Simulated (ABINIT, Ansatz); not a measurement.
**CdS (Greenockite): G0W0 on several meshes in ABINIT**

Aim: the GW shift of CdS (Greenockite) against the k mesh.

Method: PBE and many-body steps on it, plane waves, in ABINIT 10.8.3.

Most raw output is cut from this account.

The database entry behind the starting cell differs from later determinations by our own check (about 0.35 % long), so it need not match the best structure at ambient conditions.

## Step 1: The structure

Symmetry: P6_3mc, No. 186, hexagonal system. The conventional cell has a = 4.150 Å, b = 4.150 Å, c = 6.737 Å, α = 90.00°, β = 90.00°, γ = 120.00°. Cd has 4 S at 2.53 to 2.54 Å nearest. S has 4 Cd at 2.53 to 2.54 Å nearest. Farther neighbours and most contacts between anions are not listed.

The cell and positions come from the Crystallography Open Database and are kept as given unless a step says otherwise.

## Step 2: Empty states on the mesh, 3×3×2 mesh, 475 bands

This step: ABINIT 10.8.3; DFT, PBE, plane waves, norm-conserving pseudopotentials.

The sums over transitions need many empty states on a uniform mesh; this step solves for them.

File run.abi:

```
acell 3*1.0 Angstrom
rprim 
  4.149999999997 0.000000000001 0.000000000000
  -2.074999999999 3.594005425702 0.000000000000
  0.000000000000 0.000000000000 6.737000000000
ntypat 2
znucl 48 16
natom 4
typat 1 1 2 2
xred 
  0.333333333333 0.666666666667 0.000000000000
  0.666666666667 0.333333333333 0.500000000000
  0.333333333333 0.666666666667 0.375000000000
  0.666666666667 0.333333333333 0.875000000000
pp_dirpath "pseudos"
pseudos "Cd.upf, S.upf"
ecut 47
ngkpt 3 3 2
nshiftk 1
shiftk 0 0 0
kptopt 1
chksymbreak 0
iscf -2
irdden 1
istwfk *1
nband 475
nbdbuf 42
tolwfr 1e-09
nstep 60
prtvol 0
indata_prefix "in"
outdata_prefix "out"
tmpdata_prefix "tmp"
```

On the command line:

```console
$ OMP_NUM_THREADS=1 mpirun -n 4 abinit run.abi > log
```

The job ended after 18 min (4 MPI ranks of Arm Neoverse V1, shared host; peak memory 0.84 GiB; 71 min of CPU time).

This step gave:

```
gap                                                           : 1.175 eV
k of the valence top                                          : 0, 0, 0
k of the conduction bottom                                    : 0, 0, 0
least direct gap                                              : 1.175 eV
k points computed                                             : 6
lowest point of the top converged band, above the valence top : 138.5805 eV
```

On this mesh the gap is 1.175 eV.

The density comes from a self-consistent run that is not shown.

## Step 3: Screening, 3×3×2 mesh, 192 bands, screening to 141.5 eV

The RPA dielectric matrix is built and inverted for each q.

This step: RPA screening on PBE, plane waves, norm-conserving pseudopotentials.

Changes to run.abi since step 2:

```diff
@@ -22,10 +22,11 @@
 chksymbreak 0
-iscf -2
-irdden 1
 istwfk *1
-nband 475
-nbdbuf 42
-tolwfr 1e-09
-nstep 60
-prtvol 0
+occopt 1
+irdwfk 1
+optdriver 3
+nband 192
+ecuteps 5.2
+inclvkb 2
+awtr 1
+symchi 1
 indata_prefix "in"
```

Run time: 94 s. Hardware: 4 MPI ranks; peak memory 1.7 GiB.

This step gave:

* ε∞ with local fields, on this mesh, along the program's q direction: 13.92
* the same without local fields: 14.73
* plasma frequency: 26.71 eV
* plane waves in the screening matrix: 379

Local fields lower ε∞ by 5 %. On a Γ-centred mesh this coarse the value itself is usually too large, while a short band sum pulls it down.

## Step 4: 3×3×2

The self-energy is evaluated for the states that the input lists, and the levels follow from it, in one-shot runs by the linearised quasiparticle equation.

This step: G0W0 on PBE, plane waves, norm-conserving pseudopotentials.

Changes to run.abi since step 3:

```diff
@@ -25,8 +25,15 @@
 irdwfk 1
-optdriver 3
+optdriver 4
 nband 192
+gwcalctyp 0
+ecutsigx 47
+symsigma 1
+nkptgw 1
+kptgw 
+  0.0000000000 0.0000000000 0.0000000000
+bdgw 
+  25 28
 ecuteps 5.2
-inclvkb 2
-awtr 1
-symchi 1
+irdscr 1
+ppmodel 1
 indata_prefix "in"
```

The job ended after 12 s (4 MPI ranks; peak memory 1.3 GiB).

This step gave:

- G0W0 gap on the points computed: 2.018 eV
- starting gap on the mesh: 1.175 eV
- k of the valence top: 0, 0, 0
- k of the conduction bottom: 0, 0, 0
- Z at the valence top: 0.779
- Z at the conduction bottom: 0.812
- least direct G0W0 gap on the computed points: 2.018 eV

The gap on the mesh goes from 1.18 eV to 2.02 eV, a correction of +0.84 eV.

## Step 5: Empty states on the mesh, 6×6×4 mesh, 210 bands

This step: DFT, PBE, plane waves, norm-conserving pseudopotentials.

Changes to run.abi since step 4:

```diff
@@ -17,3 +17,3 @@
 ecut 47
-ngkpt 3 3 2
+ngkpt 6 6 4
 nshiftk 1
@@ -22,18 +22,10 @@
 chksymbreak 0
+iscf -2
+irdden 1
 istwfk *1
-occopt 1
-irdwfk 1
-optdriver 4
-nband 192
-gwcalctyp 0
-ecutsigx 47
-symsigma 1
-nkptgw 1
-kptgw 
-  0.0000000000 0.0000000000 0.0000000000
-bdgw 
-  25 28
-ecuteps 5.2
-irdscr 1
-ppmodel 1
+nband 210
+nbdbuf 18
+tolwfr 1e-09
+nstep 60
+prtvol 0
 indata_prefix "in"
```

Elapsed: 13 min, on 4 MPI ranks; peak memory 1 GiB; 52 min of CPU time.

This step gave:

| Quantity | Value |
| --- | --- |
| gap | 1.175 eV |
| k of the valence top | 0, 0, 0 |
| k of the conduction bottom | 0, 0, 0 |
| least direct gap | 1.175 eV |
| k points computed | 21 |
| lowest point of the top converged band, above the valence top | 73.6044 eV |

On this mesh the gap is 1.175 eV.

## Step 6: Screening, 6×6×4 mesh, 192 bands, screening to 141.5 eV

This step: RPA screening on PBE, plane waves, norm-conserving pseudopotentials.

Changes to run.abi since step 5:

```diff
@@ -22,10 +22,11 @@
 chksymbreak 0
-iscf -2
-irdden 1
 istwfk *1
-nband 210
-nbdbuf 18
-tolwfr 1e-09
-nstep 60
-prtvol 0
+occopt 1
+irdwfk 1
+optdriver 3
+nband 192
+ecuteps 5.2
+inclvkb 2
+awtr 1
+symchi 1
 indata_prefix "in"
```

Run time: 30 min. Hardware: 4 MPI ranks; peak memory 4.8 GiB; 2 h of CPU time.

Numbers from this step:

```
ε∞ with local fields, on this mesh, along the program's q direction : 6.516
the same without local fields                                       : 7.195
plasma frequency                                                    : 26.71 eV
plane waves in the screening matrix                                 : 379
```

## Step 7: 6×6×4

This step: G0W0 on PBE, plane waves, norm-conserving pseudopotentials.

Changes to run.abi since step 6:

```diff
@@ -25,8 +25,15 @@
 irdwfk 1
-optdriver 3
+optdriver 4
 nband 192
+gwcalctyp 0
+ecutsigx 47
+symsigma 1
+nkptgw 1
+kptgw 
+  0.0000000000 0.0000000000 0.0000000000
+bdgw 
+  25 28
 ecuteps 5.2
-inclvkb 2
-awtr 1
-symchi 1
+irdscr 1
+ppmodel 1
 indata_prefix "in"
```

The job ended after 35 s (4 MPI ranks; peak memory 4.1 GiB).

Numbers from this step:

```yaml
g0w0_gap_on_the_points_computed: 2.156 eV
starting_gap_on_the_mesh: 1.175 eV
k_of_the_valence_top: 0, 0, 0
k_of_the_conduction_bottom: 0, 0, 0
z_at_the_valence_top: 0.782
z_at_the_conduction_bottom: 0.818
least_direct_g0w0_gap_on_the_computed_points: 2.156 eV
```

Against G0W0 in ABINIT (3×3×2 mesh, 192 bands, screening to 141.5 eV, Godby-Needs plasmon pole), the gap moves by +0.138 eV.

## Step 8: Side by side

Times are wall times on 4 MPI ranks of Arm Neoverse V1, shared host, good to a factor of about two. A run's time includes the screening step that it read.

| run | mesh | bands | screening cutoff (eV) | DFT gap (eV) | gap on the mesh (eV) | direct (eV) | ε∞ used | time |
| --- | --- | --- | --- | --- | --- | --- | --- | --- |
| 3×3×2 | 3×3×2 | 192 | 141.5 | 1.175 | 2.018 | 2.018 | 13.92 | 1.8 min |
| 6×6×4 | 6×6×4 | 192 | 141.5 | 1.175 | 2.156 | 2.156 | 6.52 | 31 min |

## Step 9: Outcome

```yaml
3x3x2: 2.018 eV
6x6x4: 2.156 eV
known_limits: not at the basis limit; no spin-orbit coupling; coarse k mesh
```

What this shows: 6×6×4: +0.138 eV against 3×3×2. Bands and cutoff are finite, so the gap is not at the basis limit. The miss can reach some tenths of an eV and take either sign; the mesh is an error of its own. In the G0W0 runs levels were corrected at 1 k point alone, so a gap called «on the mesh» is the least over those, and an edge elsewhere would be missed. The 3×3×2 mesh is coarse for this cell, which bears on the long-range parts of exchange and screening. The many-body steps are scalar-relativistic: spin-orbit coupling is not in them.

[Paths, hosts, dates, memory and timing lines, banners, echoed tables and standing remarks are left out of the program output.]

[Logs are printed without paths, hosts, clocks, repeated set-up lines and the standing remarks that a program may print on its own settings, such as how far it seeks lower states.]

[Runs of the session that timed out or met a known fault of the program may be left out.]

[Hosts, paths, dates, database ids (printed as entryN), source tags and the programs' standing remarks are cut or masked in the printed files.]

[G0W0 gaps are taken among the corrected bands and points alone; a level outside them can change the order at an edge.]

[Where Ansatz stands beside ABINIT at settings called matched, ABINIT's density can come from a denser mesh and the files from another edition; pairs whose starting gaps differed by over 0.03 eV were left out, so agreement reads better than it is.]
